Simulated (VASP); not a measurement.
A run of VASP 6.6.1 is set up as follows.

INCAR

```
SYSTEM = TiC
PREC = Accurate
ENCUT = 520
EDIFF = 1E-6
ISMEAR = 0
SIGMA = 0.15
LREAL = .False.
LASPH = .True.
NELM = 100
ALGO = Fast
ISIF = 2
LWAVE = .False.
LCHARG = .False.
GGA = PS
NBANDS = 15
```

Contents of KPOINTS:

```
Automatic mesh
0
Gamma
  18 18 18
  0 0 0
```

File POSCAR:

```
TiC
1.0
    0.0000000000      2.1640000000      2.0990800000
    2.1640000000      0.0000000000      2.0990800000
    2.1640000000      2.1640000000      0.0000000000
Ti C
1 1
Direct
    0.0000000000      0.0000000000      0.0000000000
    0.5000000000      0.5000000000      0.5000000000
```

Potentials or basis: VASP PAW PBE potentials, release 64 (Ti_sv, C).

The run is started by

```bash
$ cat potpaw_PBE.64/Ti_sv/POTCAR potpaw_PBE.64/C/POTCAR > POTCAR
$ mpirun -np 1 vasp_std > vasp.out
```

Problem. What does it give for the pressure?

Solution. 2.7 GPa.

Problem. Predict the band gap on the k mesh.

Solution. None (metal or under the smearing width).

Stress tensor (GPa, compression positive):
```
-2.08  0.00  0.00
 0.00 -2.08  0.00
 0.00  0.00 12.15
```

Caveat: the PAW data sets were made with another functional, which shifts forces and pressure a little.
